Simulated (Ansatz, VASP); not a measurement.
MgO: VASP beside Ansatz

File INCAR:

```
SYSTEM = MgO
ALGO     = Normal         ! electronic algorithm
EDIFF    = 1E-7           ! SCF threshold, eV
ENCUT    = 520            ! plane-wave cutoff, eV
GGA      = PS             ! functional
ISIF     = 2              ! what is computed and relaxed
ISMEAR   = 0              ! smearing method
LASPH    = .TRUE.         ! aspherical terms in the spheres
LCHARG   = .TRUE.         ! write CHGCAR
LELF     = .TRUE.         ! ELF
LREAL    = .FALSE.        ! projectors in reciprocal space
LVHAR    = .TRUE.       
LWAVE    = .FALSE.        ! write WAVECAR
NBANDS   = 16             ! bands
NELM     = 60             ! most SCF steps
PREC     = Accurate       ! precision mode
SIGMA    = 0.05           ! smearing width, eV
```

File KPOINTS:

```
k-points
0
G
  9 9 6
  0 0 0
```

File POSCAR:

```
MgO
1.0
    3.2817469438      0.0000000000      0.0000000000
   -1.6408734719      2.8420762221      0.0000000000
    0.0000000000      0.0000000000      5.0860514134
Mg O
2 2
Direct
    0.3333333333      0.6666666667      0.0272667940
    0.6666666667      0.3333333333      0.5272667940
    0.3333333333      0.6666666667      0.4009416620
    0.6666666667      0.3333333333      0.9009416620
```

Input for Ansatz:

```yaml
crystal:
  lattice:
    - [3.2817469438, 0.0, 0.0]
    - [-1.6408734719, 2.8420762221, 0.0]
    - [0.0, 0.0, 5.0860514134]
  atoms:
    - { symbol: Mg, position: [0.3333333333, 0.6666666667, 0.027266794] }
    - { symbol: Mg, position: [0.6666666667, 0.3333333333, 0.527266794] }
    - { symbol: O, position: [0.3333333333, 0.6666666667, 0.400941662] }
    - { symbol: O, position: [0.6666666667, 0.3333333333, 0.900941662] }
basis:
  ecutwfc: 520.0
kpoints:
  mp_grid: { grid: [9, 9, 6] }
hamiltonian:
  xc: pbesol
  pseudopotentials: { kind: paw, azcp: { folder: soft_1 } }
scf:
  occupations: { method: gaussian, width: 0.05 }
output:
  forces: true
  stress: true
  eigenvalues: true
  write_density: true
  write_potential: true
  elf: true
  volumetric_format: npy
```

Alike in both runs: task single point; functional PBEsol; k mesh 9 × 9 × 6; occupations gaussian, width 0.05 eV; no spin polarisation.

|  | VASP | Ansatz |
| --- | --- | --- |
| version | VASP 6.6.1 | Ansatz 0.2.0 |
| potentials or method | VASP PAW PBE potentials, release 64 (Mg, O) | scalar-relativistic, plane waves, PAW |
| plane-wave cutoff (eV) | 520 | 520 |
| valence electrons in the cell | 16 | 32 |

```tsv
	VASP	Ansatz	Ansatz less VASP
gap on the k mesh at the Fermi level (eV)	3.55	3.55	+0.002
least direct gap on the mesh (eV)	3.55	3.55	+0.002
pressure (GPa)	1.1	1.3	+0.27
largest component of the traceless stress (GPa)	6.68	6.52	-0.157
rms of the force components (eV/Å)	0.496	0.488	-0.0079
```

Atom by atom the forces differ by 0.008 eV/Å (rms over components). With one functional, cell and mesh, what is left measures potentials, basis and numerics. The two sets of potentials don't hold the same shells in valence. Ansatz warned: «pseudo_functional_mismatch».

Caveats: the PAW data sets were made with another functional, which shifts forces and pressure a little (VASP); an odd mesh through Γ misses points on the zone boundary, where band edges often lie.
